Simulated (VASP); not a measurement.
# Nb: convergence, density of states

Nb, Im-3m (no. 229), 1 atom in the cell. PBEsol; PAW potentials Nb_sv (PBE set). VASP 6.6.1.

Wanted: density of states by 0.5 eV bins within 4 %; centre of the states within 12 eV below the valence top within 0.01 eV; states at the Fermi level within 4 %.

What the run is for: density of states; Accuracy asked: tight; k mesh of the density: 13 × 13 × 13.

POSCAR:
```
Nb
1.0
   -1.6639500000      1.6639500000      1.6639500000
    1.6639500000     -1.6639500000      1.6639500000
    1.6639500000      1.6639500000     -1.6639500000
Nb
1
Direct
    0.0000000000      0.0000000000      0.0000000000
```

The series start from Plane-wave cutoff (eV): 340; k-point mesh: 15 × 15 × 15; Energy points (NEDOS): 2001; Occupations for the DOS: ISMEAR=-5; Electronic threshold (eV): 1e-6; Precision mode (PREC): Accurate. Each series keeps the choices made before it, and each single choice may use up half of a tolerance. Times cover all steps of a run.

## Plane-wave cutoff (eV)

| Plane-wave cutoff (eV) | Density of states by 0.5 eV bins, largest deviation against the largest value | Centre of the states within 12 eV below the valence top (eV) | States at the Fermi level (states/eV/atom) | Time (s) |
|---|---|---|---|---|
| 240 | 2.9 % | -1.730 | 1.748 | 17 |
| 300 | 2 % | -1.732 | 1.767 | 17 |
| 340 | 1.9 % | -1.734 | 1.754 | 30 |
| 380 | 1.9 % | -1.736 | 1.752 | 31 |
| 470 (reference) | 0 % | -1.736 | 1.75 | 39 |

Chosen: 300, the loosest value from which every tighter one stays within half of the tolerance.

## k-point mesh

| k-point mesh | Density of states by 0.5 eV bins, largest deviation against the largest value | Centre of the states within 12 eV below the valence top (eV) | States at the Fermi level (states/eV/atom) | Time (s) |
|---|---|---|---|---|
| 6 × 6 × 6 | 17 % | -1.721 | 2.291 | 9.1 |
| 8 × 8 × 8 | 18 % | -1.728 | 1.667 | 10 |
| 10 × 10 × 10 | 12 % | -1.742 | 2.162 | 12 |
| 13 × 13 × 13 | 5.1 % | -1.728 | 1.805 | 14 |
| 15 × 15 × 15 | 3.9 % | -1.732 | 1.767 | 17 |
| 18 × 18 × 18 | 2 % | -1.726 | 1.676 | 23 |
| 23 × 23 × 23 | 1 % | -1.731 | 1.6 | 40 |
| 27 × 27 × 27 (reference) | 0 % | -1.733 | 1.561 | 70 |

Chosen: 27 × 27 × 27; the next looser run is off by more than half of the tolerance, so convergence isn't shown beyond this value.

## Energy points (NEDOS)

| Energy points (NEDOS) | Density of states by 0.5 eV bins, largest deviation against the largest value | Centre of the states within 12 eV below the valence top (eV) | States at the Fermi level (states/eV/atom) | Time (s) |
|---|---|---|---|---|
| 301 | 2.7 % | -1.758 | 1.568 | 76 |
| 501 | 1.1 % | -1.751 | 1.547 | 70 |
| 1001 | 0.42 % | -1.738 | 1.543 | 70 |
| 2001 | 0.087 % | -1.733 | 1.561 | 70 |
| 4001 (reference) | 0 % | -1.733 | 1.558 | 62 |

Chosen: 2001.

## Occupations for the DOS

| Occupations for the DOS | Density of states by 0.5 eV bins, largest deviation against the largest value | Centre of the states within 12 eV below the valence top (eV) | States at the Fermi level (states/eV/atom) | Time (s) |
|---|---|---|---|---|
| ISMEAR=-5 | 0 % | -1.733 | 1.561 | 70 |
| ISMEAR=-4 | 0 % | -1.733 | 1.561 | 60 |
| ISMEAR=0 SIGMA=0.05 | 2.8 % | -1.740 | 1.671 | 35 |
| ISMEAR=0 SIGMA=0.1 | 3.6 % | -1.741 | 1.61 | 32 |
| ISMEAR=-15 SIGMA=0.025 | 0.39 % | -1.734 | 1.539 | 90 |
| ISMEAR=1 SIGMA=0.1 | 3 % | -1.740 | 1.639 | 43 |

Chosen: ISMEAR=-4; it saves 10.4 s of 70, so ISMEAR=-5 would do nearly as well.

## Electronic threshold (eV)

| Electronic threshold (eV) | Density of states by 0.5 eV bins, largest deviation against the largest value | Centre of the states within 12 eV below the valence top (eV) | States at the Fermi level (states/eV/atom) | Time (s) |
|---|---|---|---|---|
| 0.001 | 0.29 % | -1.730 | 1.562 | 54 |
| 0.0001 | 0.019 % | -1.733 | 1.561 | 55 |
| 1e-5 | 0.014 % | -1.732 | 1.561 | 63 |
| 1e-6 (reference) | 0 % | -1.733 | 1.561 | 60 |

Chosen: 0.001.

## Precision mode (PREC)

| Precision mode (PREC) | Density of states by 0.5 eV bins, largest deviation against the largest value | Centre of the states within 12 eV below the valence top (eV) | States at the Fermi level (states/eV/atom) | Time (s) |
|---|---|---|---|---|
| Normal | 0.058 % | -1.730 | 1.562 | 43 |
| Accurate (reference) | 0 % | -1.730 | 1.562 | 54 |

Chosen: Normal.

## All choices together

| Input | Density of states by 0.5 eV bins, largest deviation against the largest value | Centre of the states within 12 eV below the valence top (eV) | States at the Fermi level (states/eV/atom) | Time (s) |
|---|---|---|---|---|
| defaults for smearing, thresholds and mesh (naive) | 34 % | -1.833 | 1.527 | 13 |
| chosen settings | 0.96 % | -1.730 | 1.562 | 43 |
| reference settings throughout | 0 % | -1.738 | 1.56 | 156 |

The chosen settings stay within the tolerance of the reference run, but the reference itself isn't shown to be converged in: k-point mesh.

## The input

INCAR.step1:
```
SYSTEM = Nb
GGA      = PS             ! functional
ISMEAR   = 1              ! smearing method
SIGMA    = 0.1            ! smearing width, eV
LWAVE    = .False.        ! write WAVECAR
LCHARG   = .True.         ! write CHGCAR
NBANDS   = 20             ! bands
PREC     = Normal         ! precision mode
LASPH    = .True.         ! aspherical terms in the spheres
LREAL    = .False.        ! projectors in reciprocal space
ALGO     = Normal         ! electronic algorithm
EDIFF    = 0.001          ! SCF threshold, eV
NELM     = 120            ! most SCF steps
GGA_COMPAT= .False.      
ENCUT    = 300            ! plane-wave cutoff, eV
LMAXMIX  = 4              ! l up to which the mixer works
```

INCAR.step2, as INCAR.step1 but for:
```
- ISMEAR = 1
- SIGMA = 0.1
- LCHARG = .True.
+ ISMEAR = -4
+ LCHARG = .False.
+ NEDOS = 2001
+ LORBIT = 11
+ EMIN = -3.2523
+ EMAX = 18.7477
+ ICHARG = 11
```

KPOINTS.step1:
```
k-points
0
Gamma
  13 13 13
```

KPOINTS.step2:
```
Automatic mesh
0
Gamma
  27 27 27
  0 0 0
```

Commands (each step's output is kept before the next begins):
```
cat potpaw_PBE.64/Nb_sv/POTCAR > POTCAR
cp INCAR.step1 INCAR
cp KPOINTS.step1 KPOINTS
mpirun -np 1 vasp_std > vasp.out
cp INCAR.step2 INCAR
cp KPOINTS.step2 KPOINTS
mpirun -np 1 vasp_std > vasp.out
```

The chosen input took VASP 6.6.1 43 s on 1 core (Intel Xeon Platinum 8259CL @ 2.50GHz (Skylake/Cascade Lake)), a shared host.

## An input that fails: tetrahedra on too few k points

VASP's message: IBZKPT: tetrahedron method fails for NKPT<4. NKPT = 1.

k mesh: 15 × 15 × 15 becomes 1 × 1 × 1.

Changes against the starting input:
```
(step 2)
- NELM = 120
+ NELM = 69
```
